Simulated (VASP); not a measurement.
# Sb (P2_1/m) in VASP: notebook

The runs below take Sb through single point, with PBE.

All numbers are computed with VASP 6.6.1; they aren't measurements. Logs are shortened: lines on timing, memory, paths and dates and some standing lists are left out, and cuts for length are marked.

## 1. Starting point

Symmetry: Pm-3m, No. 221, cubic system. The conventional cell has a = 3.109 Å, b = 3.109 Å, c = 3.109 Å, α = 90.00°, β = 90.00°, γ = 90.00°. Around Sb (site symmetry m-3m) lie 6 Sb at 3.11 Å.

This isn't the form of Sb at room conditions, which is rhombohedral.

## 2. Single point, PBE

Input file INCAR:

```
SYSTEM = Sb
PREC     = Accurate       ! precision mode
ENCUT    = 520            ! plane-wave cutoff, eV
EDIFF    = 1E-6           ! SCF threshold, eV
ISMEAR   = 0              ! smearing method
SIGMA    = 0.1            ! smearing width, eV
LREAL    = .FALSE.        ! projectors in reciprocal space
LASPH    = .TRUE.         ! aspherical terms in the spheres
NELM     = 100            ! most SCF steps
ALGO     = Fast           ! electronic algorithm
ISIF     = 2              ! what is computed and relaxed
LWAVE    = .FALSE.        ! write WAVECAR
LCHARG   = .FALSE.        ! write CHGCAR
GGA      = PE             ! functional
NBANDS   = 12             ! bands
```

Input file KPOINTS:

```
Automatic mesh
0
G
  14 10 10
  0 0 0
```

Input file POSCAR:

```
Sb
1.0
    3.1104606981      0.0000000000      0.0103645426
    0.0000000000      4.3964238707      0.0000000000
   -0.0241413301      0.0000000000      4.3950707999
Sb
2
Direct
    1.0001822398      0.7500000000      0.7499297071
   -0.0001822398      0.2500000000      0.2500702929
```

Potentials or basis: VASP PAW PBE potentials, release 64 (Sb).

Started as:

```console
> cat potpaw_PBE.64/Sb/POTCAR > POTCAR
> mpirun -np 1 vasp_std > vasp.out
```

OUTCAR:

```text
SYSTEM = Sb
   PREC = Accurate
   ENCUT = 520
   EDIFF = 1E-6
   ISMEAR = 0
   LREAL = .FALSE.
   LASPH = .TRUE.
   NELM = 100
   ISIF = 2
   GGA = PE

 ion  position               nearest neighbor table
   1  0.000  0.750  0.750-   2 3.11   2 3.11   2 3.11   2 3.11
   2  1.000  0.250  0.250-   1 3.11   1 3.11   1 3.11   1 3.11

  LATTYP: Found a simple monoclinic cell.
 ALAT       =     3.1104779662
 B/A-ratio  =     1.4134238913
 C/A-ratio  =     1.4130102027
 COS(beta)  =    -0.0021606181

  Lattice vectors:

 A1 = (   3.1104606981,   0.0000000000,   0.0103645426)
 A2 = (   0.0000000000,   4.3964238707,   0.0000000000)
 A3 = (  -0.0241413301,   0.0000000000,   4.3950707999)

Analysis of symmetry for initial positions (statically):
=====================================================================
 Subroutine PRICEL returns:
 Original cell was already a primitive cell.

 Routine SETGRP: Setting up the symmetry group for a
 simple monoclinic supercell.

 Subroutine GETGRP returns: Found  4 space group operations
 (whereof  2 operations were pure point group operations)
 out of a pool of  4 trial point group operations.

The static configuration has the point symmetry S_2 .
 The point group associated with its full space group is C_2h.

Analysis of symmetry for dynamics (positions and initial velocities):
=====================================================================
 Subroutine PRICEL returns:
 Original cell was already a primitive cell.

 Routine SETGRP: Setting up the symmetry group for a
 simple monoclinic supercell.

 Subroutine GETGRP returns: Found  4 space group operations
 (whereof  2 operations were pure point group operations)
 out of a pool of  4 trial point group operations.

The dynamic configuration has the point symmetry S_2 .
 The point group associated with its full space group is C_2h.

 Subroutine INISYM returns: Found  4 space group operations
 (whereof  2 operations are pure point group operations),
 and found     1 'primitive' translations

----------------------------------------------------------------------------------------

                                     Primitive cell

  volume of cell :      60.1033

  direct lattice vectors                    reciprocal lattice vectors
     3.110460698  0.000000000  0.010364543     0.321489900  0.000000000  0.001765886
     0.000000000  4.396423871  0.000000000     0.000000000  0.227457595  0.000000000
    -0.024141330  0.000000000  4.395070800    -0.000758144  0.000000000  0.227523456

  length of vectors
[... 94 lines left out ...]
   NUPDOWN=      -1.0000    fix difference up-down
   EMIN   =  10.00;   EMAX   =-10.00  energy-range for DOS
   EFERMI =   0.00;   METHOD = LEGACY
   ISMEAR =     0;   SIGMA  =   0.10  broadening in eV -4-tet -1-fermi 0-gaus
   EFERMI_NEDOS =   21; number of points for ismear=-14 and -15
   IALGO  =     68    algorithm
   IMIX   =      4    mixing-type and parameters
     AMIX     =   0.40;   BMIX     =  1.00
     AMIX_MAG =   1.60;   BMIX_MAG =  1.00
  volume/ion in A,a.u.               =      30.05       202.80
  Fermi-wavevector in a.u.,A,eV,Ry     =   0.900414  1.701535 11.030855  0.810745
  Thomas-Fermi vector in A             =   2.023368
   LORBIT       =      0    0 simple, 1 ext, 2 COOP (PROOUT), +10 PAW based schemes
   GGA     = PE    functional components
   LHFCALC =     F    Hartree Fock is set to
   AEXX    =    0.0000 exact exchange contribution
   IVDW    =     0    specifies the selected vdW correction
   LEPSILON=     F    determine dielectric tensor
   LRPA    =     F    only Hartree local field effects (RPA)
 non-spin polarized calculation
 RMM-DIIS sequential band-by-band and
 Gauss-broadening in eV      SIGMA  =   0.10
  energy-cutoff  :      520.00
  volume of cell :       60.10
 maximum number of plane-waves:      1660
   NGX = 11   NGY = 17   NGZ = 17

 number of electron      10.0000000 magnetization

 number of electron       9.9999998 magnetization

 Free energy of the ion-electron system (eV)
  ---------------------------------------------------
  ext. energy  EPLUGINS =         0.00000000
  ---------------------------------------------------
  free energy    TOTEN  =        -8.19125891 eV

  energy without entropy =       -8.18562217  energy(sigma->0) =       -8.18844054

 E-fermi :   7.0271     XC(G=0):  -9.5920

 val. band max:        7.0107081016   @ k =   0.3571   0.0000   0.1000
 cond. band min:       7.0374006341   @ k =   0.5000   0.0000   0.3000
 fundamental gap:      0.0266925325
 Fermi energy:         7.0270643766

 k-point     1 :       0.0000    0.0000    0.0000
  band No.  band energies     occupation
      1      -5.2866      2.00000
      2      -0.3476      2.00000
      3       3.5383      2.00000
      4       3.5417      2.00000
      5       9.2524      0.00000
      6      10.2787      0.00000
      7      10.2976      0.00000
      8      10.2977      0.00000
      9      13.9523      0.00000
     10      13.9572      0.00000
     11      14.2838      0.00000
     12      15.2619      0.00000
[... 331 lines left out ...]
 k-point    24 :       0.5000    0.2000    0.0000
  band No.  band energies     occupation
      1      -2.6101      2.00000
      2       1.3486      2.00000
      3       1.7970      2.00000
      4       4.9231      2.00000
      5       5.8026      2.00000
      6       6.3430      2.00000
      7      10.7524      0.00000
      8      11.2000      0.00000
      9      11.6034      0.00000
     10      12.1575      0.00000
     11      12.9535      0.00000
     12      15.4503      0.00000

 [... further k-points ...]

------------------------ aborting loop because EDIFF is reached ----------------------------------------

  FORCE on cell =-STRESS in cart. coord.  units (eV):
  Direction    XX          YY          ZZ          XY          YZ          ZX
  --------------------------------------------------------------------------------------
  -------------------------------------------------------------------------------------
  Total       -0.0182696     -0.0141609     -0.0106783      0.0000000      0.0000000      0.0058340
  in kB       -0.4870146     -0.3774888     -0.2846533      0.0000000      0.0000000      0.1555165
  external PRESSURE =      -0.3830522 kB  Pullay stress =       0.0000000 kB

 VOLUME and BASIS-vectors are now :
 -----------------------------------------------------------------------------
  energy-cutoff  :      520.00
  volume of cell :       60.10
      direct lattice vectors                 reciprocal lattice vectors
     3.110460698  0.000000000  0.010364543     0.321489900  0.000000000  0.001765886
     0.000000000  4.396423871  0.000000000     0.000000000  0.227457595  0.000000000
    -0.024141330  0.000000000  4.395070800    -0.000758144  0.000000000  0.227523456

 POSITION                                       TOTAL-FORCE (eV/Angst)
 -----------------------------------------------------------------------------------
     -0.01754      3.29732      3.29600        -0.000523     -0.000000      0.000976
      3.10386      1.09911      1.10944         0.000523      0.000000     -0.000976
 -----------------------------------------------------------------------------------
    total drift:                               -0.000000      0.000000     -0.000000

  FREE ENERGIE OF THE ION-ELECTRON SYSTEM (eV)
  ---------------------------------------------------
  free  energy   TOTEN  =        -8.1912589097 eV

  energy  without entropy=       -8.1856221664  energy(sigma->0) =       -8.18844054
```

OSZICAR:

```text
N       E                     dE             d eps       ncg     rms          rms(c)
DAV:   1     0.312484500444E+02    0.31248E+02   -0.34662E+03 10368   0.651E+02
DAV:   2    -0.648574855960E+01   -0.37734E+02   -0.36454E+02 14016   0.102E+02
DAV:   3    -0.816767761632E+01   -0.16819E+01   -0.16599E+01 12724   0.240E+01
DAV:   4    -0.818190911713E+01   -0.14232E-01   -0.14187E-01 11848   0.265E+00
DAV:   5    -0.818208089706E+01   -0.17178E-03   -0.17178E-03 12364   0.316E-01    0.271E+00
RMM:   6    -0.818741988460E+01   -0.53390E-02   -0.12869E-03 10483   0.257E-01    0.161E+00
RMM:   7    -0.819110315751E+01   -0.36833E-02   -0.31339E-03 10951   0.415E-01    0.855E-02
RMM:   8    -0.819125147475E+01   -0.14832E-03   -0.29271E-04 11329   0.135E-01    0.149E-02
RMM:   9    -0.819125979980E+01   -0.83250E-05   -0.30582E-05 11985   0.441E-02    0.768E-03
RMM:  10    -0.819125890968E+01    0.89012E-06   -0.49575E-06 11760   0.178E-02
   1 F= -.81912589E+01 E0= -.81884405E+01  d E =-.563674E-02
```

It took 84 s on 1 thread of Intel Xeon Platinum 8488C (Sapphire Rapids), shared host; peak memory 0.38 GiB.

What came out:

```yaml
Free_energy: -8.1913 eV
Pressure: 0.0 GPa
Band_gap_on_the_k_mesh: none (metal or under the smearing width)
```

Levels at points of the mesh, in eV from the Fermi level:
| k point | band 3 | band 4 | band 5 | band 6 | band 7 | band 8 |
| --- | --- | --- | --- | --- | --- | --- |
| (0.00, 0.00, 0.00) | -3.49 | -3.49 | 2.23 | 3.25 | 3.27 | 3.27 |
| (0.50, 0.00, 0.00) | -4.56 | -1.60 | -1.60 | -1.57 | 4.84 | 4.86 |
| (0.00, 0.50, 0.00) | -1.32 | -1.32 | -0.89 | -0.89 | 4.90 | 4.90 |
| (0.50, 0.50, 0.00) | -3.90 | -3.90 | 0.64 | 0.64 | 1.52 | 1.52 |
| (0.00, 0.00, 0.50) | -1.32 | -1.32 | -0.89 | -0.89 | 4.90 | 4.90 |
| (0.50, 0.00, 0.50) | -3.90 | -3.89 | 0.64 | 0.64 | 1.52 | 1.52 |
| (0.00, 0.50, 0.50) | -5.51 | -5.51 | 5.24 | 5.24 | 5.26 | 5.26 |
| (0.50, 0.50, 0.50) | -3.50 | -3.50 | -3.47 | -3.47 | 2.23 | 2.23 |

The run has no spin-orbit coupling, so splittings on Sb are missing.

## 3. Single point, PBE

This run uses another cell than the first one, of 32.03 Å³/atom, 1.066 times its volume.

Input file INCAR:

```
SYSTEM = Sb
PREC = Accurate ; ENCUT = 520
EDIFF = 1E-6 ; ISMEAR = 0
SIGMA = 0.1 ; LREAL = .False.
LASPH = .True. ; NELM = 100
ALGO = Fast ; ISIF = 2
LWAVE = .False. ; LCHARG = .False.
GGA = PE ; NBANDS = 12
```

Input file KPOINTS:

```
Automatic mesh
0
Gamma
  14 10 10
  0 0 0
```

Input file POSCAR:

```
Sb
1.0
    3.1768601496      0.0000000000      0.0128618345
    0.0000000000      4.4907630270      0.0000000000
   -0.0214459958      0.0000000000      4.4904992114
Sb
2
Direct
    1.0000044877      0.7500000000      0.7499518149
   -0.0000044877      0.2500000000      0.2500481851
```

Potentials or basis: VASP PAW PBE potentials, release 64 (Sb).

Started as:

```console
> cat potpaw_PBE.64/Sb/POTCAR > POTCAR
> mpirun -np 1 vasp_std > vasp.out
```

It took 2.1 min on 1 thread of AMD EPYC 9R45 (Zen 5), shared host; peak memory 0.36 GiB.

The run converged. Its results:

```
Free energy            : -8.1505 eV
Pressure               : -3.1 GPa
Band gap on the k mesh : none (metal or under the smearing width)
```

Levels at points of the mesh, in eV from the Fermi level:
| k point | band 1 | band 2 | band 3 | band 4 | band 5 | band 6 | band 7 | band 8 | band 9 | band 10 |
| --- | --- | --- | --- | --- | --- | --- | --- | --- | --- | --- |
| (0.00, 0.00, 0.00) | -11.83 | -7.38 | -3.20 | -3.19 | 2.47 | 3.11 | 3.12 | 3.12 | 6.68 | 6.89 |
| (0.50, 0.00, 0.00) | -9.67 | -5.06 | -4.89 | -1.45 | -1.45 | -1.44 | 4.90 | 4.90 | 4.96 | 4.97 |
| (0.00, 0.50, 0.00) | -10.21 | -10.21 | -1.15 | -1.15 | -0.83 | -0.83 | 4.61 | 4.61 | 7.95 | 7.95 |
| (0.50, 0.50, 0.00) | -8.01 | -8.01 | -3.56 | -3.56 | 0.64 | 0.64 | 1.34 | 1.34 | 5.68 | 5.68 |
| (0.00, 0.00, 0.50) | -10.21 | -10.21 | -1.15 | -1.15 | -0.83 | -0.83 | 4.61 | 4.61 | 7.95 | 7.95 |
| (0.50, 0.00, 0.50) | -8.01 | -8.01 | -3.56 | -3.56 | 0.64 | 0.64 | 1.34 | 1.34 | 5.67 | 5.68 |
| (0.00, 0.50, 0.50) | -9.66 | -9.66 | -5.07 | -5.07 | 4.90 | 4.90 | 4.91 | 4.91 | 8.84 | 8.84 |
| (0.50, 0.50, 0.50) | -7.39 | -7.39 | -3.20 | -3.20 | -3.19 | -3.19 | 2.48 | 2.48 | 6.68 | 6.68 |
